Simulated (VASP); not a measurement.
HgSe: single point with PBEsol

The system is HgSe.

```
CELL_PARAMETERS angstrom
4.29780 0.00000 0.00000
2.14890 3.72200 0.00000
2.14890 1.24067 3.50913
ATOMIC_POSITIONS crystal
Hg 0.00000 0.00000 0.00000
Se 0.75000 0.75000 0.75000
```

```
Program                : VASP 6.6.1
Task                   : single point
Functional             : PBEsol
Potentials or basis    : VASP PAW PBE potentials, release 64 (Hg_sv_GW, Se_GW)
Cutoff                 : 550 eV
k mesh                 : 8 × 8 × 8
Occupations            : gaussian, width 0.05 eV
Spin                   : no spin polarisation
Further INCAR settings : ALGO = Normal; EDIFF = 1.00e-06; NBANDS = 20
```

```yaml
Pressure: 1.4 GPa
Band_gap_on_the_k_mesh: none (metal or under the smearing width)
```

Levels at points of the mesh, in eV from the Fermi level:
| k point | band 9 | band 10 | band 11 | band 12 | band 13 | band 14 | band 15 | band 16 | band 17 | band 18 |
| --- | --- | --- | --- | --- | --- | --- | --- | --- | --- | --- |
| (0.00, 0.00, 0.00) | -6.44 | -6.44 | -1.06 | -0.02 | -0.02 | -0.02 | 5.41 | 5.41 | 5.41 | 8.29 |
| (0.50, 0.00, 0.00) | -6.39 | -6.12 | -5.60 | -1.00 | -1.00 | 1.01 | 6.17 | 6.17 | 6.85 | 9.02 |
| (0.50, 0.50, 0.00) | -6.33 | -6.08 | -5.15 | -2.35 | -2.35 | 2.71 | 2.85 | 8.29 | 9.77 | 9.77 |

It took 69 s on 1 thread of Intel(R) Xeon(R) Platinum 8375C CPU @ 2.90GHz (Ice Lake) (shared host), peak memory 0.23 GiB.

Caveat: the PAW data sets were made with another functional, which shifts forces and pressure a little. Spin-orbit coupling is left out, which matters for the levels of Hg.
